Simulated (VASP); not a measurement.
**A VASP 6.6.1 relaxation on NaF**

INCAR

```
ISMEAR = -1
IBRION = 2
LWAVE = .FALSE.
NELM = 99
SIGMA = 0.02
NSW = 40
EDIFF = 1E-7
ENCUT = 600
IVDW = 11
PREC = Accurate
GGA = PE
NBANDS = 14
MAXMIX = 40
EDIFFG = -5E-3
PSTRESS = 20
ISIF = 3
LCHARG = .FALSE.
LASPH = .TRUE.
LREAL = .FALSE.
```

KPOINTS

```
KPOINTS created by Atomic Simulation Environment
0
Gamma
10 10 10
0 0 0
```

POSCAR

```
Na F
 1.0000000000000000
     2.5515591002000000    0.0000000000000000    0.0000000000000000
     0.0000000000000000    2.5515591002000000    0.0000000000000000
     0.0000000000000000    0.0000000000000000    2.5515591002000000
 Na  F
   1   1
Cartesian
  0.0000000000000000  0.0000000000000000  0.0000000000000000
  1.2757795501000000  1.2757795501000000  1.2757795501000000
```

The recommended PBE PAW datasets give the neutral cell 14 valence electrons.

Command

```
mpirun -np 1 vasp_std
```

Question: Predict the outcome of this run.

Answer: It converged. Results: relaxed cell vector lengths 2.800, 2.800, 2.800 Å; relaxed cell volume 21.94 Å³.

OSZICAR

```
N       E                     dE             d eps       ncg     rms          rms(c)
DAV:   1     0.108911341136E+03    0.10891E+03   -0.83626E+03  1594   0.149E+03
DAV:   2    -0.401653063753E+01   -0.11293E+03   -0.10638E+03  1796   0.378E+02
DAV:   3    -0.858656317884E+01   -0.45700E+01   -0.45631E+01  1778   0.672E+01
DAV:   4    -0.861416030667E+01   -0.27597E-01   -0.27596E-01  1862   0.544E+00
DAV:   5    -0.861434694806E+01   -0.18664E-03   -0.18664E-03  1832   0.448E-01    0.547E+00
DAV:   6    -0.770299976697E+01    0.91135E+00   -0.22091E+00  1878   0.176E+01    0.157E+00
DAV:   7    -0.767291923481E+01    0.30081E-01   -0.54369E-02  1714   0.357E+00    0.102E+00
DAV:   8    -0.765982822814E+01    0.13091E-01   -0.17337E-02  1736   0.324E+00    0.114E-01
DAV:   9    -0.766013031740E+01   -0.30209E-03   -0.32466E-03  2064   0.589E-01    0.587E-02
DAV:  10    -0.766012233184E+01    0.79856E-05   -0.20568E-04  1658   0.215E-01    0.101E-02
...
DAV:   2    -0.822280636793E+01    0.12010E-03   -0.33778E-04  1922   0.188E-01    0.183E-03
DAV:   3    -0.822280654680E+01   -0.17887E-06   -0.26019E-06  1574   0.145E-02    0.115E-04
DAV:   4    -0.822280655372E+01   -0.69206E-08   -0.85638E-09  1018   0.100E-03
  18 F= -.83558249E+01 E0= -.83558249E+01  d E =-.543002E-04
       N       E                     dE             d eps       ncg     rms          rms(c)
DAV:   1    -0.822425578316E+01   -0.14492E-02   -0.78716E-03  1784   0.131E+00    0.172E-01
DAV:   2    -0.822377538888E+01    0.48039E-03   -0.13451E-03  1922   0.376E-01    0.324E-03
DAV:   3    -0.822377642846E+01   -0.10396E-05   -0.10272E-05  1574   0.286E-02    0.199E-04
DAV:   4    -0.822377644143E+01   -0.12968E-07   -0.22276E-08  1288   0.180E-03
  19 F= -.83558450E+01 E0= -.83558450E+01  d E =-.743733E-04
```

Standard output (part)

```
POSCAR found type information on POSCAR NaF
 POSCAR found :  2 types and       2 ions
 LDA part: xc-table for (Slater+PW92), standard interpolation
 POSCAR, INCAR and KPOINTS ok, starting setup
 WAVECAR not read
 entering main loop
 curvature:   0.00 expect dE= 0.000E+00 dE for cont linesearch  0.000E+00
 search vector abs. value=  0.739E+00
 bond charge predicted
 trial-energy change:   -0.389411  1 .order   -0.429191   -0.738933   -0.119448
 bond charge predicted
 curvature:   0.30 expect dE= 0.212E-02 dE for cont linesearch  0.212E-02
 ZBRENT: interpolating
 opt :   1.2672  next Energy=    -8.356184 (dE=-0.404E+00)
 bond charge predicted
 curvature:  -0.83 expect dE=-0.739E-05 dE for cont linesearch -0.739E-05
 ZBRENT: interpolating
 opt :   1.2418  next Energy=    -8.355847 (dE=-0.404E+00)
 bond charge predicted
 curvature:  -0.86 expect dE=-0.867E-04 dE for cont linesearch -0.867E-04
 ZBRENT: accuracy reached
 trial: gam=-0.01157 g(F)=  0.628E-65 g(S)=  0.101E-03 ort = 0.865E-02 (trialstep = 0.105E+01)
 search vector abs. value=  0.140E-07
 bond charge predicted
 ZBRENT: can't locate minimum, use default step
 bond charge predicted
 curvature:  -0.04 expect dE=-0.365E-05 dE for cont linesearch -0.362E-05
 trial: gam=-0.01611 g(F)=  0.291E-63 g(S)=  0.979E-04 ort = 0.117E-05 (trialstep = 0.239E-03)
 search vector abs. value=  0.979E-04
 bond charge predicted
 ZBRENT: can't locate minimum, use default step
 bond charge predicted
...
```

```csv
ionic step,ΔH (meV/atom),volume (Å³),largest force (eV/Å),pressure (GPa),electronic steps
1,0.0,16.61,0.000,32.82,14
2,-194.7,20.76,0.000,5.99,9
3,-199.1,22.73,0.000,-0.21,9
4,-201.8,21.97,0.000,1.92,7
5,-201.8,21.85,0.000,2.27,4
6,-201.8,21.85,0.000,2.28,3
7,-201.8,21.86,0.000,2.27,3
13,-201.8,21.86,0.000,2.27,3
14,-201.8,21.86,0.000,2.26,3
15,-201.8,21.86,0.000,2.25,3
16,-201.8,21.87,0.000,2.24,3
17,-201.8,21.88,0.000,2.20,3
18,-201.8,21.90,0.000,2.14,4
19,-201.8,21.94,0.000,2.01,4
```

 The volume moved far on the plane waves of the start cell, so a restart from CONTCAR is due.

For comparison, a separate PBE relaxation on usual settings, not on those above, ends at 23.39 Å³.
